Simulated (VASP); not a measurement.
# Nb5N4 in VASP: notebook

Runs on Nb5N4. Level: LDA. Tasks: single point.

Program: VASP 6.6.1. These are calculated values, not measurements. Logs are shortened: lines on timing, memory, paths and dates and some standing lists are left out, and cuts for length are marked.

### Step 1. Starting point

The cell holds a slab with vacuum, 9 atoms: a = 2.940 Å, b = 2.940 Å, c = 23.160 Å, α = 90.00°, β = 90.00°, γ = 120.00°.

### Step 2. Single point, LDA

The input, INCAR:

```
SYSTEM = Nb5N4
PREC     = Accurate       ! precision mode
ENCUT    = 600            ! plane-wave cutoff, eV
EDIFF    = 1E-7           ! SCF threshold, eV
ISMEAR   = 1              ! smearing method
SIGMA    = 0.1            ! smearing width, eV
LREAL    = .FALSE.        ! projectors in reciprocal space
LASPH    = .TRUE.         ! aspherical terms in the spheres
NELM     = 120            ! most SCF steps
ALGO     = Normal         ! electronic algorithm
ISIF     = 2              ! what is computed and relaxed
LWAVE    = .FALSE.        ! write WAVECAR
LCHARG   = .FALSE.        ! write CHGCAR
LDIPOL   = .TRUE.       
IDIPOL   = 3            
DIPOL    = 0.5 0.5 0.500
GGA      = CA             ! functional
NBANDS   = 60             ! bands
LVHAR    = .TRUE.       
LVACPOTAV= .TRUE.
```

The input, KPOINTS:

```
Automatic mesh
0
G
  5 5 1
  0 0 0
```

The input, POSCAR:

```
Nb5N4
1.0
    2.9399979705      0.0000000000      0.0000000000
   -1.4699989852      2.5461129295      0.0000000000
    0.0000000000      0.0000000000     23.1600000000
Nb N
5 4
Direct
    0.0000000000      0.0000000000      0.2590673575
    0.0000000000      0.0000000000      0.3795336788
    0.0000000000      0.0000000000      0.5000000000
    0.0000000000      0.0000000000      0.6204663212
    0.0000000000      0.0000000000      0.7409326425
    0.6666666667      0.3333333334      0.3193005181
    0.6666666667      0.3333333334      0.4397668394
    0.6666666667      0.3333333334      0.5602331606
    0.6666666667      0.3333333334      0.6806994819
```

Potentials or basis: VASP PAW LDA potentials, release 64 (Nb_sv, N).

Run with:

```bash
cat potpaw_LDA.64/Nb_sv/POTCAR potpaw_LDA.64/N/POTCAR > POTCAR
mpirun -np 1 vasp_std > vasp.out
```

OUTCAR:

```text
SYSTEM = Nb5N4
   PREC = Accurate
   ENCUT = 600
   EDIFF = 1E-7
   ISMEAR = 1
   LREAL = .FALSE.
   LASPH = .TRUE.
   NELM = 120
   ISIF = 2
   GGA = CA

 Found      5 irreducible k-points:

 Following reciprocal coordinates:
            Coordinates               Weight
  0.000000  0.000000  0.000000      1.000000
  0.200000 -0.000000  0.000000      6.000000
  0.400000  0.000000  0.000000      6.000000
  0.200000  0.200000  0.000000      6.000000
  0.400000  0.200000  0.000000      6.000000
   k-points           NKPTS =      5   k-points in BZ     NKDIM =      5   number of bands    NBANDS=     60
   number of dos      NEDOS =    301   number of ions     NIONS =      9
   total plane-waves  NPLWV = 110592
   dimension x,y,z NGX =    24 NGY =   24 NGZ =  192
   dimension x,y,z NGXF=    48 NGYF=   48 NGZF=  384
   ions per type =               5   4
   NGX,Y,Z   is equivalent  to a cutoff of  13.57, 13.57, 13.78 a.u.
   NGXF,Y,Z  is equivalent  to a cutoff of  27.14, 27.14, 27.56 a.u.
 SYSTEM =  Nb5N4
   PREC   = accura    normal or accurate (medium, high low for compatibility)
   ISTART =      0    job   : 0-new  1-cont  2-samecut
   ICHARG =      2    charge: 1-file 2-atom 10-const
   ISPIN  =      1    spin polarized calculation?
   LNONCOLLINEAR =      F non collinear calculations
   LSORBIT =      F    spin-orbit coupling
   LASPH  =      T    aspherical Exc in radial PAW
   ENCUT  =  600.0 eV  44.10 Ry    6.64 a.u.   5.87  5.87 46.26*2*pi/ulx,y,z
   NELM   =    120;   NELMIN=  2; NELMDL= -5     # of ELM steps
   EDIFF  = 0.1E-06   stopping-criterion for ELM
   LREAL  =      F    real-space projection
   EDIFFG = 0.1E-05   stopping-criterion for IOM
   NSW    =      0    number of steps for IOM
   IBRION =     -1    ionic relax: 0-MD 1-quasi-New 2-CG
   NFREE  =      0    steps in history (QN), initial steepest desc. (CG)
   ISIF   =      2    stress and relaxation
   ISYM   =      2    0-nonsym 1-usesym 2-fastsym
   POTIM  = 0.5000    time-step for ionic-motion
   TEBEG  =    0.0;   TEEND  =   0.0 temperature during run
   PSTRESS=    0.0 pullay stress
   NELECT =      85.0000    total number of electrons
   NUPDOWN=      -1.0000    fix difference up-down
   EMIN   =  10.00;   EMAX   =-10.00  energy-range for DOS
   EFERMI =   0.00;   METHOD = LEGACY
   ISMEAR =     1;   SIGMA  =   0.10  broadening in eV -4-tet -1-fermi 0-gaus
   EFERMI_NEDOS =   21; number of points for ismear=-14 and -15
   IALGO  =     38    algorithm
   IMIX   =      4    mixing-type and parameters
     AMIX     =   0.40;   BMIX     =  1.00
     AMIX_MAG =   1.60;   BMIX_MAG =  1.00
  volume/ion in A,a.u.               =      19.26       129.99
  Fermi-wavevector in a.u.,A,eV,Ry     =   1.290902  2.439452 22.673141  1.666429
  Thomas-Fermi vector in A             =   2.422705
   LORBIT       =      0    0 simple, 1 ext, 2 COOP (PROOUT), +10 PAW based schemes
   GGA     = CA    functional components
   LHFCALC =     F    Hartree Fock is set to
   AEXX    =    0.0000 exact exchange contribution
   IVDW    =     0    specifies the selected vdW correction
   LEPSILON=     F    determine dielectric tensor
   LRPA    =     F    only Hartree local field effects (RPA)
 non-spin polarized calculation
 Methfessel and Paxton  Order N= 1 SIGMA  =   0.10
  energy-cutoff  :      600.00
  volume of cell :      173.37
 maximum number of plane-waves:      5814
 NGX is ok and might be reduce to    24
   NGX = 11   NGY = 11   NGZ = 93

 number of electron      85.0000009 magnetization

 dipolmoment           0.000000      0.000000     -0.000000 electrons x Angstroem

 Free energy of the ion-electron system (eV)
  ---------------------------------------------------
  ext. energy  EPLUGINS =         0.00000000
  ---------------------------------------------------
  free energy    TOTEN  =      -100.69035712 eV

  energy without entropy =     -100.68809613  energy(sigma->0) =     -100.68960346

 E-fermi :   5.6393     XC(G=0):  -8.8598

 val. band max:        5.6123338222   @ k =   0.4000   0.2000   0.0000
 cond. band min:       5.7200614921   @ k =   0.4000   0.0000   0.0000
 fundamental gap:      0.1077276699
 Fermi energy:         5.6392768572

 k-point     1 :       0.0000    0.0000    0.0000
  band No.  band energies     occupation
      1     -49.6042      2.00000
      2     -49.5757      2.00000
      3     -49.4624      2.00000
      4     -49.2072      2.00000
      5     -49.2071      2.00000
      6     -26.6911      2.00000
[... 46 lines left out ...]
     53       7.8543      0.00000
     54       8.7578      0.00000

 k-point     2 :       0.2000   -0.0000    0.0000
  band No.  band energies     occupation
      1     -49.5449      2.00000
      2     -49.5175      2.00000
      3     -49.4055      2.00000
      4     -49.1526      2.00000
      5     -49.1524      2.00000
      6     -26.5710      2.00000
[... 46 lines left out ...]
     53       8.6091      0.00000
     54       8.7623      0.00000

 k-point     3 :       0.4000    0.0000    0.0000
  band No.  band energies     occupation
      1     -49.4473      2.00000
      2     -49.4217      2.00000
      3     -49.3117      2.00000
      4     -49.0627      2.00000
      5     -49.0626      2.00000
      6     -26.4147      2.00000
[... 46 lines left out ...]
     53       9.4733      0.00000
     54       9.6907      0.00000

 k-point     4 :       0.2000    0.2000    0.0000
  band No.  band energies     occupation
      1     -49.4662      2.00000
      2     -49.4402      2.00000
      3     -49.3298      2.00000
      4     -49.0801      2.00000
      5     -49.0799      2.00000
      6     -26.4084      2.00000
[... 46 lines left out ...]
     53       9.0870      0.00000
     54       9.4244      0.00000

 k-point     5 :       0.4000    0.2000    0.0000
  band No.  band energies     occupation
      1     -49.4169      2.00000
      2     -49.3918      2.00000
      3     -49.2825      2.00000
      4     -49.0347      2.00000
      5     -49.0346      2.00000
      6     -26.3848      2.00000
[... 46 lines left out ...]
     53       9.6324      0.00000
     54       9.7214      0.00000
 [bands above 54 left out]

------------------------ aborting loop because EDIFF is reached ----------------------------------------

  FORCE on cell =-STRESS in cart. coord.  units (eV):
  Direction    XX          YY          ZZ          XY          YZ          ZX
  --------------------------------------------------------------------------------------
  -------------------------------------------------------------------------------------
  Total       -6.4051784     -6.4051784      5.6766768     -0.0000000      0.0000000     -0.0000000
  in kB      -59.1941195    -59.1941195     52.4615965     -0.0000000      0.0000000     -0.0000000
  external PRESSURE =     -21.9755475 kB  Pullay stress =       0.0000000 kB

 VOLUME and BASIS-vectors are now :
 -----------------------------------------------------------------------------
  energy-cutoff  :      600.00
  volume of cell :      173.37
      direct lattice vectors                 reciprocal lattice vectors
     2.939997970  0.000000000  0.000000000     0.340136289  0.196377778  0.000000000
    -1.469998985  2.546112930  0.000000000     0.000000000  0.392755556  0.000000000
     0.000000000  0.000000000 23.160000000     0.000000000  0.000000000  0.043177893

 POSITION                                       TOTAL-FORCE (eV/Angst)
 -----------------------------------------------------------------------------------
      0.00000      0.00000      6.00000         0.000000      0.000000     -0.454212
      0.00000      0.00000      8.79000        -0.000000      0.000000     -0.506841
      0.00000      0.00000     11.58000         0.000000      0.000000      0.000000
      0.00000      0.00000     14.37000        -0.000000      0.000000      0.506841
      0.00000      0.00000     17.16000         0.000000      0.000000      0.454212
      1.47000      0.84870      7.39500        -0.000000     -0.000000      0.239655
      1.47000      0.84870     10.18500         0.000000     -0.000000      0.032511
      1.47000      0.84870     12.97500         0.000000     -0.000000     -0.032511
      1.47000      0.84870     15.76500        -0.000000     -0.000000     -0.239655
 -----------------------------------------------------------------------------------
    total drift:                                0.000000     -0.000000      0.000000

  FREE ENERGIE OF THE ION-ELECTRON SYSTEM (eV)
  ---------------------------------------------------
  free  energy   TOTEN  =      -100.6903571189 eV

  energy  without entropy=     -100.6880961309  energy(sigma->0) =     -100.68960346

 vacuum level on the upper side and lower side of the slab        10.435        10.435
```

Wall time 1.7 min (1 thread of Intel Xeon Platinum 8488C (Sapphire Rapids), shared host); peak memory 0.27 GiB.

These settings aren't checked as converged: the numbers below hold their error.

What came out:

```yaml
Free_energy: -100.6904 eV
Largest_force: 0.507 eV/Å
Band_gap_on_the_k_mesh: none (metal or under the smearing width)
Work_function_of_the_upper_face: 4.80 eV
Work_function_of_the_lower_face: 4.80 eV
```

Caveat: the k mesh is coarse (spacing up to 0.49 Å⁻¹), so the values aren't converged.

### Step 3. Single point, LDA

This run uses another cell than the first one, of 17.60 Å³/atom, 0.914 times its volume.

Edit INCAR of step 2 so:

```diff
@@ -2,3 +2,3 @@
 PREC     = Accurate       ! precision mode
-ENCUT    = 600            ! plane-wave cutoff, eV
+ENCUT    = 400            ! plane-wave cutoff, eV
 EDIFF    = 1E-7           ! SCF threshold, eV
```

The input, KPOINTS:

```
Automatic mesh
0
G
  8 8 1
  0 0 0
```

The input, POSCAR:

```
Nb5N4
1.0
    2.9399979705      0.0000000000      0.0000000000
   -1.4699989852      2.5461129295      0.0000000000
    0.0000000000      0.0000000000     21.1600000000
Nb N
5 4
Direct
    0.0000000000      0.0000000000      0.2362948960
    0.0000000000      0.0000000000      0.3681474480
    0.0000000000      0.0000000000      0.5000000000
    0.0000000000      0.0000000000      0.6318525520
    0.0000000000      0.0000000000      0.7637051040
    0.6666666667      0.3333333334      0.3022211720
    0.6666666667      0.3333333334      0.4340737240
    0.6666666667      0.3333333334      0.5659262760
    0.6666666667      0.3333333334      0.6977788280
```

Potentials or basis: VASP PAW LDA potentials, release 64 (Nb_sv, N).

Run with:

```bash
cat potpaw_LDA.64/Nb_sv/POTCAR potpaw_LDA.64/N/POTCAR > POTCAR
mpirun -np 1 vasp_std > vasp.out
```

Run time: 1.9 min. Hardware: 1 thread of Intel Xeon Platinum 8488C (Sapphire Rapids), shared host; peak memory 0.2 GiB.

These settings aren't checked as converged: the numbers below hold their error.

What came out:

```
Free energy            : -100.6747 eV
Largest force          : 0.457 eV/Å
Band gap on the k mesh : none (metal or under the smearing width)
```

Caveat: the cutoff is under 1.25 times the usual one of these potentials, so pressure, stress and relaxed cells hold a basis-set (Pulay) error.

### Step 4. Single point, LDA

This run uses another cell than the first one, of 15.94 Å³/atom, 0.827 times its volume.

INCAR is that of step 3.

The input, KPOINTS:

```
Automatic mesh
0
G
  10 10 1
  0 0 0
```

The input, POSCAR:

```
Nb5N4
1.0
    2.9399979705      0.0000000000      0.0000000000
   -1.4699989852      2.5461129295      0.0000000000
    0.0000000000      0.0000000000     19.1600000000
Nb N
5 4
Direct
    0.0000000000      0.0000000000      0.2087682672
    0.0000000000      0.0000000000      0.3543841336
    0.0000000000      0.0000000000      0.5000000000
    0.0000000000      0.0000000000      0.6456158664
    0.0000000000      0.0000000000      0.7912317328
    0.6666666667      0.3333333334      0.2815762004
    0.6666666667      0.3333333334      0.4271920668
    0.6666666667      0.3333333334      0.5728079332
    0.6666666667      0.3333333334      0.7184237996
```

Potentials or basis: VASP PAW LDA potentials, release 64 (Nb_sv, N).

Run with:

```bash
cat potpaw_LDA.64/Nb_sv/POTCAR potpaw_LDA.64/N/POTCAR > POTCAR
mpirun -np 1 vasp_std > vasp.out
```

OUTCAR:

```text
SYSTEM = Nb5N4
   PREC = Accurate
   ENCUT = 400
   EDIFF = 1E-7
   ISMEAR = 1
   LREAL = .FALSE.
   LASPH = .TRUE.
   NELM = 120
   ISIF = 2
   GGA = CA

 Found     14 irreducible k-points:

 Following reciprocal coordinates:
            Coordinates               Weight
  0.000000  0.000000  0.000000      1.000000
  0.100000  0.000000  0.000000      6.000000
  0.200000  0.000000  0.000000      6.000000
  0.300000  0.000000  0.000000      6.000000
  0.400000 -0.000000  0.000000      6.000000
  0.500000  0.000000  0.000000      3.000000
   k-points           NKPTS =     14   k-points in BZ     NKDIM =     14   number of bands    NBANDS=     60
   number of dos      NEDOS =    301   number of ions     NIONS =      9
   total plane-waves  NPLWV =  50400
   dimension x,y,z NGX =    20 NGY =   20 NGZ =  126
   dimension x,y,z NGXF=    40 NGYF=   40 NGZF=  252
   ions per type =               5   4
   NGX,Y,Z   is equivalent  to a cutoff of  11.31, 11.31, 10.93 a.u.
   NGXF,Y,Z  is equivalent  to a cutoff of  22.62, 22.62, 21.87 a.u.
 SYSTEM =  Nb5N4
   PREC   = accura    normal or accurate (medium, high low for compatibility)
   ISTART =      0    job   : 0-new  1-cont  2-samecut
   ICHARG =      2    charge: 1-file 2-atom 10-const
   ISPIN  =      1    spin polarized calculation?
   LNONCOLLINEAR =      F non collinear calculations
   LSORBIT =      F    spin-orbit coupling
   LASPH  =      T    aspherical Exc in radial PAW
   ENCUT  =  400.0 eV  29.40 Ry    5.42 a.u.   4.79  4.79 31.25*2*pi/ulx,y,z
   NELM   =    120;   NELMIN=  2; NELMDL= -5     # of ELM steps
   EDIFF  = 0.1E-06   stopping-criterion for ELM
   LREAL  =      F    real-space projection
   EDIFFG = 0.1E-05   stopping-criterion for IOM
   NSW    =      0    number of steps for IOM
   IBRION =     -1    ionic relax: 0-MD 1-quasi-New 2-CG
   NFREE  =      0    steps in history (QN), initial steepest desc. (CG)
   ISIF   =      2    stress and relaxation
   ISYM   =      2    0-nonsym 1-usesym 2-fastsym
   POTIM  = 0.5000    time-step for ionic-motion
   TEBEG  =    0.0;   TEEND  =   0.0 temperature during run
   PSTRESS=    0.0 pullay stress
   NELECT =      85.0000    total number of electrons
[... 19 lines left out ...]
 non-spin polarized calculation
 Methfessel and Paxton  Order N= 1 SIGMA  =   0.10
  energy-cutoff  :      400.00
  volume of cell :      143.42
 maximum number of plane-waves:      2640
 NGX is ok and might be reduce to    20
   NGX =  9   NGY =  9   NGZ = 63

 number of electron      84.9999992 magnetization

 dipolmoment           0.000000      0.000000     -0.000000 electrons x Angstroem

 Free energy of the ion-electron system (eV)
  ---------------------------------------------------
  ext. energy  EPLUGINS =         0.00000000
  ---------------------------------------------------
  free energy    TOTEN  =      -100.70141345 eV

  energy without entropy =     -100.69929291  energy(sigma->0) =     -100.70070661

 E-fermi :   7.7135     XC(G=0): -10.5948

 val. band max:        7.5107845951   @ k =   0.5000   0.0000   0.0000
 cond. band min:       7.7305722059   @ k =   0.0000   0.0000   0.0000
 fundamental gap:      0.2197876108
 Fermi energy:         7.7134900125

 k-point     1 :       0.0000    0.0000    0.0000
  band No.  band energies     occupation
      1     -47.5194      2.00000
      2     -47.4843      2.00000
      3     -47.3915      2.00000
      4     -47.0639      2.00000
      5     -47.0638      2.00000
      6     -24.6127      2.00000
[... 331 lines left out ...]
     53      12.0864      0.00000
     54      12.2318      0.00000

 [... further k-points ...]

 [bands above 54 left out]

------------------------ aborting loop because EDIFF is reached ----------------------------------------

  FORCE on cell =-STRESS in cart. coord.  units (eV):
  Direction    XX          YY          ZZ          XY          YZ          ZX
  --------------------------------------------------------------------------------------
  -------------------------------------------------------------------------------------
  Total       -7.9610237     -7.9610237      3.6704158     -0.0000000      0.0000000      0.0000000
  in kB      -88.9322541    -88.9322541     41.0020571     -0.0000000      0.0000000      0.0000000
  external PRESSURE =     -45.6208170 kB  Pullay stress =       0.0000000 kB

 VOLUME and BASIS-vectors are now :
 -----------------------------------------------------------------------------
  energy-cutoff  :      400.00
  volume of cell :      143.42
      direct lattice vectors                 reciprocal lattice vectors
     2.939997970  0.000000000  0.000000000     0.340136289  0.196377778  0.000000000
    -1.469998985  2.546112930  0.000000000     0.000000000  0.392755556  0.000000000
     0.000000000  0.000000000 19.160000000     0.000000000  0.000000000  0.052192067

 POSITION                                       TOTAL-FORCE (eV/Angst)
 -----------------------------------------------------------------------------------
      0.00000      0.00000      4.00000         0.000000     -0.000000     -0.411738
      0.00000      0.00000      6.79000         0.000000     -0.000000     -0.476373
      0.00000      0.00000      9.58000         0.000000     -0.000000      0.000000
      0.00000      0.00000     12.37000         0.000000     -0.000000      0.476373
      0.00000      0.00000     15.16000         0.000000     -0.000000      0.411738
      1.47000      0.84870      5.39500        -0.000000      0.000000      0.130553
      1.47000      0.84870      8.18500         0.000000     -0.000000      0.026847
      1.47000      0.84870     10.97500         0.000000     -0.000000     -0.026847
      1.47000      0.84870     13.76500        -0.000000      0.000000     -0.130553
 -----------------------------------------------------------------------------------
    total drift:                                0.000002     -0.000001      0.000000

  FREE ENERGIE OF THE ION-ELECTRON SYSTEM (eV)
  ---------------------------------------------------
  free  energy   TOTEN  =      -100.7014134531 eV

  energy  without entropy=     -100.6992929139  energy(sigma->0) =     -100.70070661
```

It took 2.2 min on 1 thread of Intel Xeon Platinum 8488C (Sapphire Rapids), shared host; peak memory 0.2 GiB.

These settings aren't checked as converged: the numbers below hold their error.

What came out:

```
Free energy            : -100.7014 eV
Largest force          : 0.476 eV/Å
Band gap on the k mesh : none (metal or under the smearing width)
```

Caveat: the cutoff is under 1.25 times the usual one of these potentials, so pressure, stress and relaxed cells hold a basis-set (Pulay) error.

(Continued in part 2 of 2.)
